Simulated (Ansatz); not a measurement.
Here are 5 structures of PbS, each relaxed with r2SCAN (the PAW code Ansatz). All cells are spin-unpolarised, without nuclear motion, and some may be hypothetical.

CsCl type:
Space group Pm-3m (No. 221). a = 3.635 Å, b = 3.635 Å, c = 3.635 Å, α = 90.00°, β = 90.00°, γ = 90.00°

| atom | site | symmetry | x | y | z |
| --- | --- | --- | --- | --- | --- |
| Pb | 1a | m-3m | 0.0000 | 0.0000 | 0.0000 |
| S | 1b | m-3m | 0.5000 | 0.5000 | 0.5000 |

h-MgO type:
Space group P6_3/mmc (No. 194). a = 4.997 Å, b = 4.997 Å, c = 5.997 Å, α = 90.00°, β = 90.00°, γ = 120.00°
```tsv
atom	site	symmetry	x	y	z
Pb	2c	-6m2	0.3333	0.6667	0.2500
S	2d	-6m2	0.6667	0.3333	0.2500
```

rocksalt:
Space group Fm-3m (No. 225). a = 5.974 Å, b = 5.974 Å, c = 5.974 Å, α = 90.00°, β = 90.00°, γ = 90.00°
```csv
atom,site,symmetry,x,y,z
Pb,4a,m-3m,0.0000,0.0000,0.0000
S,4b,m-3m,0.5000,0.0000,0.0000
```

wurtzite (coordination lost):
Space group P6_3mc (No. 186). a = 4.997 Å, b = 4.997 Å, c = 5.998 Å, α = 90.00°, β = 90.00°, γ = 120.00°

| atom | site | symmetry | x | y | z |
| --- | --- | --- | --- | --- | --- |
| Pb | 2b | 3m. | 0.3333 | 0.6667 | 0.9359 |
| S | 2b | 3m. | 0.3333 | 0.6667 | 0.4391 |

zincblende:
Space group F-43m (No. 216). a = 6.602 Å, b = 6.602 Å, c = 6.602 Å, α = 90.00°, β = 90.00°, γ = 90.00°
```
atom  site  symmetry       x       y       z
  Pb    4a      -43m  0.0000  0.0000  0.0000
   S    4d      -43m  0.2500  0.2500  0.7500
```

(1) Which is lowest in energy with r2SCAN, and by how much?

(2) Does the order change among the functionals that relaxed these cells?

(3) What gaps does HSE06 give on these cells?

(4) What gaps does PBE give on these cells?

Answers

(1) Among these cells the lowest with r2SCAN is rocksalt, 119 meV an atom below the next, h-MgO type. Other structures, not computed here, could lie lower. In meV an atom: rocksalt, 0; h-MgO type, 119; wurtzite (coordination lost), 119; zincblende, 249; CsCl type, 265.

(2) Not for the lowest cell. PBE agrees on the lowest cell. PBE: CsCl type 257, h-MgO type 78, rocksalt 0, wurtzite (coordination lost) 78, zincblende 181 meV an atom.

(3) h-MgO type: 1.96 d (H); rocksalt: 0.88 d (L); wurtzite (coordination lost): 1.96 d (H); zincblende: 1.29 i (W → X) (eV; d direct, i indirect).

(4) CsCl type: none (overlap 0.45); h-MgO type: 1.42 d (H); rocksalt: 0.43 d (L); wurtzite (coordination lost): 1.42 d (H); zincblende: 0.80 i (W → X) (eV; d direct, i indirect).

Spin-orbit coupling is left out; in compounds of Pb, Bi, Tl or Hg it can lower a gap by up to about 1 eV, split its edges or invert the bands.

Overlapping bands make a metal at that level, for which these meshes are coarse; small forces, stresses and energy differences are uncertain. A small overlap in a semilocal functional can be an artefact that a hybrid or GW lifts.

The meshes of the hybrids are coarse, so their gaps aren't converged to the digits shown.
